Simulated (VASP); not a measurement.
# SnTe (F-43m) in VASP: further runs, part 2 of 3

VASP 6.6.1.

## 3. G0W0 quasiparticle levels, PBE

POSCAR

```
SnTe
1.0
    0.0000000000      3.6111460000      3.6111460000
    3.6111460000      0.0000000000      3.6111460000
    3.6111460000      3.6111460000      0.0000000000
Te Sn
1 1
Direct
    0.2500000000      0.2500000000      0.2500000000
    0.0000000000      0.0000000000      0.0000000000
```

INCAR.step1

```
SYSTEM = SnTe
ALGO     = Fast           ! electronic algorithm
EDIFF    = 1E-8           ! SCF threshold, eV
ENCUT    = 450            ! plane-wave cutoff, eV
GGA      = PE             ! functional
ISMEAR   = 0              ! smearing method
LASPH    = .True.         ! aspherical terms in the spheres
LCHARG   = .False.        ! write CHGCAR
LREAL    = .False.        ! projectors in reciprocal space
LWAVE    = .True.         ! write WAVECAR
NELM     = 80             ! most SCF steps
PREC     = Accurate       ! precision mode
SIGMA    = 0.01           ! smearing width, eV
```

INCAR.step2

```
SYSTEM = SnTe
ALGO     = Exact          ! electronic algorithm
EDIFF    = 1E-8           ! SCF threshold, eV
ENCUT    = 450            ! plane-wave cutoff, eV
GGA      = PE             ! functional
ISMEAR   = 0              ! smearing method
ISTART   = 1            
LASPH    = .True.         ! aspherical terms in the spheres
LCHARG   = .False.        ! write CHGCAR
LOPTICS  = .True.         ! frequency-dependent dielectric function
LREAL    = .False.        ! projectors in reciprocal space
LWAVE    = .True.         ! write WAVECAR
NBANDS   = 236            ! bands
NELM     = 1              ! most SCF steps
PREC     = Accurate       ! precision mode
SIGMA    = 0.01           ! smearing width, eV
```

INCAR.step3

```
SYSTEM = SnTe
ALGO     = EVGW0          ! electronic algorithm
EDIFF    = 1E-8           ! SCF threshold, eV
ENCUT    = 450            ! plane-wave cutoff, eV
ENCUTGW  = 260            ! cutoff of the response function
GGA      = PE             ! functional
ISMEAR   = 0              ! smearing method
ISTART   = 1            
LASPH    = .True.         ! aspherical terms in the spheres
LCHARG   = .False.        ! write CHGCAR
LREAL    = .False.        ! projectors in reciprocal space
LWAVE    = .False.        ! write WAVECAR
NBANDS   = 236            ! bands
NBANDSGW = 18           
NELMGW   = 1            
NOMEGA   = 48             ! frequency points
PREC     = Accurate       ! precision mode
PRECFOCK = Fast         
SIGMA    = 0.01           ! smearing width, eV
```

KPOINTS

```
k-points
0
Gamma
  2 2 2
  0 0 0
```

Potentials or basis: VASP PAW PBE potentials, release 64 (Te_GW, Sn_d_GW).

The run is started by

```console
cat potpaw_PBE.64/Te_GW/POTCAR potpaw_PBE.64/Sn_d_GW/POTCAR > POTCAR
cp INCAR.step1 INCAR
mpirun -np 1 vasp_std > vasp.out
cp INCAR.step2 INCAR
mpirun -np 1 vasp_std > vasp.out
cp INCAR.step3 INCAR
mpirun -np 1 vasp_std > vasp.out
```

OUTCAR:

```text
SYSTEM = SnTe
   EDIFF = 1E-8
   ENCUT = 450
   ENCUTGW = 260
   GGA = PE
   ISMEAR = 0
   ISTART = 1
   LASPH = .True.
   LREAL = .False.
   NELMGW = 1
   PREC = Accurate
   PRECFOCK = Fast

 Found      3 irreducible k-points:

 Following reciprocal coordinates:
            Coordinates               Weight
  0.000000  0.000000  0.000000      1.000000
  0.500000  0.000000  0.000000      4.000000
  0.500000  0.500000  0.000000      3.000000
   k-points           NKPTS =      3   k-points in BZ     NKDIM =      8   number of bands    NBANDS=    236
   number of dos      NEDOS =    301   number of ions     NIONS =      2
   total plane-waves  NPLWV =  46656
   dimension x,y,z NGX =    36 NGY =   36 NGZ =   36
   dimension x,y,z NGXF=    72 NGYF=   72 NGZF=   72
   ions per type =               1   1
   NGX,Y,Z   is equivalent  to a cutoff of  11.72, 11.72, 11.72 a.u.
   NGXF,Y,Z  is equivalent  to a cutoff of  23.44, 23.44, 23.44 a.u.
 SYSTEM =  SnTe
   PREC   = accura    normal or accurate (medium, high low for compatibility)
   ISTART =      1    job   : 0-new  1-cont  2-samecut
   ICHARG =      0    charge: 1-file 2-atom 10-const
   ISPIN  =      1    spin polarized calculation?
   LNONCOLLINEAR =      F non collinear calculations
   LSORBIT =      F    spin-orbit coupling
   LASPH  =      T    aspherical Exc in radial PAW
   ENCUT  =  450.0 eV  33.07 Ry    5.75 a.u.   8.83  8.83  8.83*2*pi/ulx,y,z
   NELM   =     60;   NELMIN=  2; NELMDL=  0     # of ELM steps
   EDIFF  = 0.1E-07   stopping-criterion for ELM
   LREAL  =      F    real-space projection
   EDIFFG = 0.1E-06   stopping-criterion for IOM
   NSW    =      0    number of steps for IOM
   IBRION =     -1    ionic relax: 0-MD 1-quasi-New 2-CG
   NFREE  =      0    steps in history (QN), initial steepest desc. (CG)
   ISIF   =      0    stress and relaxation
   ISYM   =      3    0-nonsym 1-usesym 2-fastsym
   POTIM  = 0.5000    time-step for ionic-motion
   TEBEG  =    0.0;   TEEND  =   0.0 temperature during run
   PSTRESS=    0.0 pullay stress
   NELECT =      20.0000    total number of electrons
   NUPDOWN=      -1.0000    fix difference up-down
   EMIN   =  10.00;   EMAX   =-10.00  energy-range for DOS
   EFERMI =   0.00;   METHOD = LEGACY
   ISMEAR =     0;   SIGMA  =   0.01  broadening in eV -4-tet -1-fermi 0-gaus
   EFERMI_NEDOS =   21; number of points for ismear=-14 and -15
   IALGO  =     38    algorithm
   IMIX   =      4    mixing-type and parameters
     AMIX     =   0.40;   BMIX     =  1.00
     AMIX_MAG =   1.60;   BMIX_MAG =  1.00
  volume/ion in A,a.u.               =      47.09       317.78
  Fermi-wavevector in a.u.,A,eV,Ry     =   0.976704  1.845704 12.979296  0.953951
  Thomas-Fermi vector in A             =   2.107344
   LORBIT       =      0    0 simple, 1 ext, 2 COOP (PROOUT), +10 PAW based schemes
   GGA     = PE    functional components
   LHFCALC =     T    Hartree Fock is set to
   PRECFOCK=fast      Normal, Fast or Accurate (Low or Medium for compatibility)
   ENCUT4O =  -1.0   cutoff for four orbital integrals eV
   NKREDX  =     1    reduce k-point grid by
   NKREDY  =     1    reduce k-point grid by
   NKREDZ  =     1    reduce k-point grid by
   AEXX    =    1.0000 exact exchange contribution
   HFSCREEN=    0.0000 screening length (either q_TF or 0.3 A-1)
   HFSCREENC=   0.0000 screening length for correlation (either q_TF or 0.3 A-1)
   ENCUTFOCK=  -1.0 apply spherical cutoff to Coloumb kernel
   IVDW    =     0    specifies the selected vdW correction
   LEPSILON=     F    determine dielectric tensor
   LRPA    =     F    only Hartree local field effects (RPA)
   LRPAFORCE           =     F    calculate RPA forces
   ENCUTGW             = 260.0    cutoff for response function in eV
   ENCUTGWSOFT         = 208.0    soft cutoff for Coulomb kernel in GW response function in eV
   ENCUTLF             =  -1.0    cutoff for local field effects
   NELMGW              =     1    number of iterations in solving QP/BSE equation
   NELMHF              =     1    number of iterations in the inner HF iteration
   NKREDLFX            =     1    NKREDLFY  =   1   NKREDLFZ  =   1
 non-spin polarized calculation
 Gauss-broadening in eV      SIGMA  =   0.01
  energy-cutoff  :      450.00
  volume of cell :       94.18
 maximum number of plane-waves:      2085
 NGX is ok and might be reduce to    36
  NGX = 20; NGY = 20; NGZ = 20
   NGX = 17   NGY = 17   NGZ = 17
 maximum number of plane-waves:       934

 QP shifts <psi_nk| G(iteration)W_0 |psi_nk>: iteration 1
 for sc-GW calculations column KS-energies equals QP-energies in previous step
 and V_xc(KS)=  KS-energies - (<T + V_ion + V_H > + <T+V_H+V_ion>^1  + <V_x>^1)

 k-point   1 :       0.0000    0.0000    0.0000
  band No.  KS-energies  QP-energies   sigma(KS)   V_xc(KS)     V^pw_x(r,r')   Z            occupation Imag(sigma)

      1     -19.3912     -21.6001     -20.9158     -17.5160     -27.0917       0.6497       2.0000       0.3669
      2     -19.3912     -21.6001     -20.9158     -17.5160     -27.0917       0.6497       2.0000       0.3669
      3     -19.3912     -21.6001     -20.9158     -17.5160     -27.0917       0.6497       2.0000       0.3669
      4     -19.3831     -21.5621     -20.8931     -17.5181     -27.0742       0.6456       2.0000       0.3979
      5     -19.3831     -21.5621     -20.8931     -17.5181     -27.0742       0.6456       2.0000       0.3979
      6      -9.0511      -9.3189     -11.2529     -10.7924     -17.0021       0.5817       2.0000       0.9993
[... 10 lines left out ...]
     17      10.0964       9.9483      -6.2227      -6.0194      -1.7165       0.7289       0.0000      -0.3985
     18      10.0964       9.9483      -6.2227      -6.0194      -1.7165       0.7289       0.0000      -0.3985

 k-point   2 :       0.5000    0.0000    0.0000
  band No.  KS-energies  QP-energies   sigma(KS)   V_xc(KS)     V^pw_x(r,r')   Z            occupation Imag(sigma)

      1     -19.3924     -21.5898     -20.9006     -17.5135     -27.0867       0.6487       2.0000       0.3719
      2     -19.3899     -21.6072     -20.9128     -17.5180     -27.0897       0.6532       2.0000       0.3674
      3     -19.3899     -21.6072     -20.9128     -17.5180     -27.0897       0.6532       2.0000       0.3674
      4     -19.3828     -21.5953     -20.8940     -17.5186     -27.0746       0.6555       2.0000       0.3949
      5     -19.3828     -21.5953     -20.8940     -17.5186     -27.0746       0.6555       2.0000       0.3949
      6      -8.5104      -8.8423     -11.6290     -11.0867     -16.9979       0.6121       2.0000       0.8988
[... 10 lines left out ...]
     17       9.3938       9.4342      -7.4895      -7.5447      -2.9196       0.7320       0.0000      -0.3154
     18      10.6741      10.7498      -7.8203      -7.9248      -3.0765       0.7244       0.0000      -0.3588

 k-point   3 :       0.5000    0.5000    0.0000
  band No.  KS-energies  QP-energies   sigma(KS)   V_xc(KS)     V^pw_x(r,r')   Z            occupation Imag(sigma)

      1     -19.3945     -21.5850     -20.8946     -17.5098     -27.0826       0.6472       2.0000       0.3764
      2     -19.3884     -21.6139     -20.9129     -17.5210     -27.0914       0.6561       2.0000       0.3657
      3     -19.3884     -21.6139     -20.9129     -17.5210     -27.0914       0.6561       2.0000       0.3657
      4     -19.3830     -21.5723     -20.8932     -17.5180     -27.0736       0.6487       2.0000       0.3957
      5     -19.3830     -21.5723     -20.8932     -17.5180     -27.0736       0.6487       2.0000       0.3957
      6      -8.2902      -8.6525     -11.8030     -11.2166     -17.0086       0.6180       2.0000       0.8638
[... 10 lines left out ...]
     17      10.7115      10.7663      -7.8131      -7.8897      -3.1825       0.7153       0.0000      -0.2853
     18      11.0314      11.1128      -7.7749      -7.8912      -2.9037       0.6997       0.0000      -0.3480
```

Run time: 3.4 min. Hardware: 1 thread of Intel Xeon 6975P-C (Granite Rapids), shared host; peak memory 1.5 GiB.

The run converged, but some of its settings lie outside the range that counts as converged, so its numbers aren't taken as properties of the crystal.

Results:

```
Band gap on the k mesh, mean-field level : 0.81 eV, direct
Quasiparticle gap                        : 1.44 eV
Least direct quasiparticle gap           : 1.44 eV
```

Caveat: the k mesh is coarse (spacing up to 0.75 Å⁻¹), so the values aren't converged; bands, screening cutoff and mesh are small and nothing is extrapolated, so the quasiparticle values aren't converged; spin-orbit coupling is left out, which moves the levels of the heavy elements.

## 4. G0W0 quasiparticle levels, PBE

POSCAR is that of step 3.

INCAR.step1 is that of step 3.

Changes to INCAR.step2 since step 3:

```diff
@@ -12,3 +12,3 @@
 LWAVE    = .True.         ! write WAVECAR
-NBANDS   = 236            ! bands
+NBANDS   = 123            ! bands
 NELM     = 1              ! most SCF steps
```

Changes to INCAR.step3 since step 3:

```diff
@@ -4,3 +4,3 @@
 ENCUT    = 450            ! plane-wave cutoff, eV
-ENCUTGW  = 260            ! cutoff of the response function
+ENCUTGW  = 150            ! cutoff of the response function
 GGA      = PE             ! functional
@@ -12,3 +12,3 @@
 LWAVE    = .False.        ! write WAVECAR
-NBANDS   = 236            ! bands
+NBANDS   = 123            ! bands
 NBANDSGW = 18
```

KPOINTS

```
k-points
0
Gamma
  4 4 4
  0 0 0
```

Potentials or basis: VASP PAW PBE potentials, release 64 (Te_GW, Sn_d_GW).

The run is started by

```console
cat potpaw_PBE.64/Te_GW/POTCAR potpaw_PBE.64/Sn_d_GW/POTCAR > POTCAR
cp INCAR.step1 INCAR
mpirun -np 1 vasp_std > vasp.out
cp INCAR.step2 INCAR
mpirun -np 1 vasp_std > vasp.out
cp INCAR.step3 INCAR
mpirun -np 1 vasp_std > vasp.out
```

OUTCAR:

```text
SYSTEM = SnTe
   EDIFF = 1E-8
   ENCUT = 450
   ENCUTGW = 150
   GGA = PE
   ISMEAR = 0
   ISTART = 1
   LASPH = .True.
   LREAL = .False.
   NELMGW = 1
   PREC = Accurate
   PRECFOCK = Fast

 Found      8 irreducible k-points:

 Following reciprocal coordinates:
            Coordinates               Weight
  0.000000  0.000000  0.000000      1.000000
  0.250000  0.000000  0.000000      8.000000
  0.500000  0.000000  0.000000      4.000000
  0.250000  0.250000  0.000000      6.000000
  0.500000  0.250000  0.000000     24.000000
 -0.250000  0.250000  0.000000     12.000000
   k-points           NKPTS =      8   k-points in BZ     NKDIM =     64   number of bands    NBANDS=    123
   number of dos      NEDOS =    301   number of ions     NIONS =      2
   total plane-waves  NPLWV =  46656
   dimension x,y,z NGX =    36 NGY =   36 NGZ =   36
   dimension x,y,z NGXF=    72 NGYF=   72 NGZF=   72
   ions per type =               1   1
   NGX,Y,Z   is equivalent  to a cutoff of  11.72, 11.72, 11.72 a.u.
   NGXF,Y,Z  is equivalent  to a cutoff of  23.44, 23.44, 23.44 a.u.
 SYSTEM =  SnTe
   PREC   = accura    normal or accurate (medium, high low for compatibility)
   ISTART =      1    job   : 0-new  1-cont  2-samecut
   ICHARG =      0    charge: 1-file 2-atom 10-const
   ISPIN  =      1    spin polarized calculation?
   LNONCOLLINEAR =      F non collinear calculations
[... 29 lines left out ...]
   GGA     = PE    functional components
   LHFCALC =     T    Hartree Fock is set to
   PRECFOCK=fast      Normal, Fast or Accurate (Low or Medium for compatibility)
   ENCUT4O =  -1.0   cutoff for four orbital integrals eV
   NKREDX  =     1    reduce k-point grid by
   NKREDY  =     1    reduce k-point grid by
   NKREDZ  =     1    reduce k-point grid by
   AEXX    =    1.0000 exact exchange contribution
   HFSCREEN=    0.0000 screening length (either q_TF or 0.3 A-1)
   HFSCREENC=   0.0000 screening length for correlation (either q_TF or 0.3 A-1)
   ENCUTFOCK=  -1.0 apply spherical cutoff to Coloumb kernel
   IVDW    =     0    specifies the selected vdW correction
   LEPSILON=     F    determine dielectric tensor
   LRPA    =     F    only Hartree local field effects (RPA)
   LRPAFORCE           =     F    calculate RPA forces
   ENCUTGW             = 150.0    cutoff for response function in eV
   ENCUTGWSOFT         = 120.0    soft cutoff for Coulomb kernel in GW response function in eV
   ENCUTLF             =  -1.0    cutoff for local field effects
   NELMGW              =     1    number of iterations in solving QP/BSE equation
   NELMHF              =     1    number of iterations in the inner HF iteration
   NKREDLFX            =     1    NKREDLFY  =   1   NKREDLFZ  =   1
 non-spin polarized calculation
 Gauss-broadening in eV      SIGMA  =   0.01
  energy-cutoff  :      450.00
  volume of cell :       94.18
 maximum number of plane-waves:      2085
  NGX = 20; NGY = 20; NGZ = 20
   NGX = 17   NGY = 17   NGZ = 17
 maximum number of plane-waves:       411

 QP shifts <psi_nk| G(iteration)W_0 |psi_nk>: iteration 1
 for sc-GW calculations column KS-energies equals QP-energies in previous step
 and V_xc(KS)=  KS-energies - (<T + V_ion + V_H > + <T+V_H+V_ion>^1  + <V_x>^1)

 k-point   1 :       0.0000    0.0000    0.0000
  band No.  KS-energies  QP-energies   sigma(KS)   V_xc(KS)     V^pw_x(r,r')   Z            occupation Imag(sigma)

      1     -19.3244     -21.6361     -21.2166     -17.5169     -27.0604       0.6248       2.0000       0.7526
      2     -19.3244     -21.6361     -21.2166     -17.5169     -27.0604       0.6248       2.0000       0.7526
      3     -19.3244     -21.6361     -21.2166     -17.5169     -27.0604       0.6248       2.0000       0.7526
      4     -19.3161     -21.6083     -21.2050     -17.5195     -27.0448       0.6220       2.0000       0.7368
      5     -19.3161     -21.6083     -21.2050     -17.5195     -27.0448       0.6220       2.0000       0.7368
      6      -9.0412      -9.0537     -10.8141     -10.7926     -16.9929       0.5845       2.0000       1.2034
[... 108 lines left out ...]
      5     -19.3159     -21.6405     -21.2059     -17.5197     -27.0457       0.6306       2.0000       0.7371
      6      -8.5117      -8.5768     -11.1803     -11.0718     -16.9743       0.6007       2.0000       1.1193
[... 10 lines left out ...]
     17      10.6345      10.5680      -6.6559      -6.5677      -2.1451       0.7532       0.0000      -0.4698
     18      11.3998      11.3595      -7.0711      -7.0167      -2.3242       0.7398       0.0000      -0.5488

 [... further k-points ...]
```

Run time: 6 min. Hardware: 1 thread of Intel Xeon 6975P-C (Granite Rapids), shared host; peak memory 1.2 GiB.

The run converged, but some of its settings lie outside the range that counts as converged, so its numbers aren't taken as properties of the crystal.

What came out:

```
Band gap on the k mesh, mean-field level : 0.09 eV, indirect (least direct gap 0.80 eV)
Quasiparticle gap                        : 0.32 eV
Least direct quasiparticle gap           : 1.13 eV
```

Caveat: bands, screening cutoff and mesh are small and nothing is extrapolated, so the quasiparticle values aren't converged; spin-orbit coupling is left out, which moves the levels of the heavy elements.

[end of part 2 of 3]
